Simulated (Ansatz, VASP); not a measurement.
# One calculation of SnO, two programs

POSCAR

```
SnO
1.0
    3.1034067823      0.0000000000      0.0000000000
    0.0000000000      3.1034067823      0.0000000000
    0.0000000000      0.0000000000      3.1034067823
Sn O
1 1
Direct
    0.0000000000      0.0000000000      0.0000000000
    0.5000000000      0.5000000000      0.5000000000
```

The input INCAR.step1:

```
SYSTEM = SnO
PREC = Accurate ; ENCUT = 520
EDIFF = 1E-5 ; ISMEAR = 0
SIGMA = 0.01 ; LREAL = .False.
LASPH = .True. ; NELM = 60
ALGO = Normal ; ISIF = 2
LWAVE = .True. ; LCHARG = .False.
NBANDS = 17 ; GGA = PE
```

The input INCAR.step2:

```
SYSTEM = SnO
PREC = Accurate ; ENCUT = 520
EDIFF = 1E-6 ; ISMEAR = 0
SIGMA = 0.01 ; LREAL = .False.
LASPH = .True. ; NELM = 60
ALGO = Normal ; ISIF = 2
LWAVE = .False. ; LCHARG = .False.
GGA = PE ; LHFCALC = .True.
AEXX = 0.1 ; HFSCREEN = 0.1
PRECFOCK = Normal ; NBANDS = 17
ISTART = 1
```

The input KPOINTS:

```
regular mesh
0
Gamma
  4 4 4
  0 0 0
```

Input for Ansatz:

```yaml
crystal:
  lattice:
    - [3.1034067823, 0.0, 0.0]
    - [0.0, 3.1034067823, 0.0]
    - [0.0, 0.0, 3.1034067823]
  atoms:
    - { symbol: Sn, position: [0.0, 0.0, 0.0] }
    - { symbol: O, position: [0.5, 0.5, 0.5] }
kpoints:
  mp_grid: { grid: [4, 4, 4] }
hamiltonian:
  xc: { exchange: pbe, correlation: pbe, exx: { coeff: 0.1, omega: 0.1 } }
scf:
  occupations: { method: fixed }
  n_extra_bands: 4
output:
  forces: true
  stress: true
  eigenvalues: true
```

Alike in both runs: task single point; functional PBE-based screened hybrid; k mesh 4 × 4 × 4; no spin polarisation.

|  | VASP | Ansatz |
| --- | --- | --- |
| version | VASP 6.6.1 | Ansatz 0.2.0 |
| potentials or method | VASP PAW PBE potentials, release 64 (Sn_d, O) | plane waves |
| plane-wave cutoff (eV) | 520 | 420 |
| occupations | gaussian, width 0.01 eV | fixed |
| valence electrons in the cell | 20 | 20 |

|  | VASP | Ansatz | Ansatz less VASP |
| --- | --- | --- | --- |
| gap on the k mesh at the Fermi level (eV) | 0.87 | 0.85 | -0.016 |
| pressure (GPa) | 1.3 | 1.4 | +0.06 |

Ansatz warned: «stress_exchange_threshold_loose».

Caveats: the k mesh is coarse (spacing up to 0.51 Å⁻¹), so the values aren't converged; the PAW data sets were made with another functional, which shifts forces and pressure a little (VASP); spin-orbit coupling is left out, which moves the levels of the heavy elements. A k mesh can miss the band edges.
